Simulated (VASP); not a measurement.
A run of VASP 6.6.1 is set up as follows.

File POSCAR:

```
Si
1.0
    2.6205428149      0.0000000000      0.0000000000
   -1.3102714075      2.2694566494      0.0000000000
    0.0000000000      0.0000000000      2.4663543900
Si
1
Direct
    0.0000000000      0.0000000000      0.0000000000
```

File INCAR.step1:

```
SYSTEM = Si
PREC = Accurate ; ENCUT = 520
EDIFF = 1E-5 ; ISMEAR = -1
SIGMA = 0.05 ; LREAL = .FALSE.
LASPH = .TRUE. ; NELM = 60
ALGO = Normal ; ISIF = 2
LWAVE = .TRUE. ; LCHARG = .FALSE.
GGA = PE
```

The input INCAR.step2:

```
SYSTEM = Si
PREC = Accurate ; ENCUT = 520
EDIFF = 1E-6 ; ISMEAR = -1
SIGMA = 0.05 ; LREAL = .FALSE.
LASPH = .TRUE. ; NELM = 60
ALGO = Normal ; ISIF = 2
LWAVE = .FALSE. ; LCHARG = .FALSE.
GGA = PE ; LHFCALC = .TRUE.
AEXX = 1.0 ; ALDAC = 0.0
AGGAC = 0.0 ; PRECFOCK = Fast
HFRCUT = -1 ; ISTART = 1
```

Contents of KPOINTS:

```
Automatic mesh
0
G
  6 6 6
  0 0 0
```

Contents of KPOINTS_OPT:

```
path GMKGALHA,LM,KH
10
line-mode
reciprocal
 0.0000000000  0.0000000000  0.0000000000  G
 0.5000000000  0.0000000000  0.0000000000  M

 0.5000000000  0.0000000000  0.0000000000  M
 0.3333333333  0.3333333333  0.0000000000  K

 0.3333333333  0.3333333333  0.0000000000  K
 0.0000000000  0.0000000000  0.0000000000  G

 0.0000000000  0.0000000000  0.0000000000  G
 0.0000000000  0.0000000000  0.5000000000  A

 0.0000000000  0.0000000000  0.5000000000  A
 0.5000000000  0.0000000000  0.5000000000  L

 0.5000000000  0.0000000000  0.5000000000  L
 0.3333333333  0.3333333333  0.5000000000  H

 0.3333333333  0.3333333333  0.5000000000  H
 0.0000000000  0.0000000000  0.5000000000  A

 0.5000000000  0.0000000000  0.5000000000  L
 0.5000000000  0.0000000000  0.0000000000  M

 0.3333333333  0.3333333333  0.0000000000  K
 0.3333333333  0.3333333333  0.5000000000  H
```

Potentials or basis: VASP PAW PBE potentials, release 64 (Si).

Command:

```bash
$ cat potpaw_PBE.64/Si/POTCAR > POTCAR
$ cp INCAR.step1 INCAR
$ mpirun -np 1 vasp_std > vasp.out
$ cp INCAR.step2 INCAR
$ mpirun -np 1 vasp_std > vasp.out
```

(1) What does it give for the band gap along the path?

(2) Predict the pressure.

Answers

(1) none (metal or under the smearing width).

(2) 7.1 GPa.

Caveat: the k mesh is coarse (spacing up to 0.46 Å⁻¹), so the values aren't converged, least of all with exact exchange; the PAW data sets were made with another functional, which shifts forces and pressure a little.
